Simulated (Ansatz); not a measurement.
**TiTe in Ansatz: the effect of Hubbard term**

Crystal: TiTe.

```
Ti Te
1.0
     3.63109    0.00000    0.00000
     0.00000    3.63109    0.00000
     0.00000    0.00000    3.63109
Ti Te
1 1
Direct
  0.00000 0.00000 0.00000
  0.50000 0.50000 0.50000
```

The cell comes from a database or a generator and needn't be the stable form of this composition.

Alike in all runs:

- Program: Ansatz 0.2.0
- Task: band structure
- Functional: LDA
- Potentials or basis: Ansatz PAW
- Cutoff: 420 eV
- Density cutoff: 1680 eV
- k mesh: 7 × 7 × 7
- Occupations: fermi-dirac, width 0.05 eV
- Spin: no spin polarisation
- Path: [["G", "X", "M", "G", "R", "X"], ["M", "R"]]
- Points for each segment of the path: 14
- Hubbard projectors: ortho-atomic (the default)
- Double counting: fll (the default)

Question: One run gave: pressure -13.1 GPa. Which Hubbard term did it use?
A. none
B. Ti d U = 1 eV
C. Ti d U = 3 eV
D. Ti d U = 6 eV
E. Ti d U = 4 eV

Answer: C.

| Hubbard term | pressure (GPa) |
| --- | --- |
| none | -16.1 |
| Ti d U = 1 eV | -15.3 |
| Ti d U = 2 eV | -14.3 |
| Ti d U = 3 eV | -13.1 |
| Ti d U = 4 eV | -11.8 |
| Ti d U = 5 eV | -10.3 |
| Ti d U = 6 eV | -8.5 |
| Ti d U = 8 eV | -5.1 |

Caveats: the PAW data sets come from PBE, with cores solved anew for the run's functional, which leaves a small shift of forces and pressure; U without spin polarisation on a metal has little footing (some runs); the U is typed as a test and isn't derived for this compound (some runs).

Not every run made on this cell is shown here.
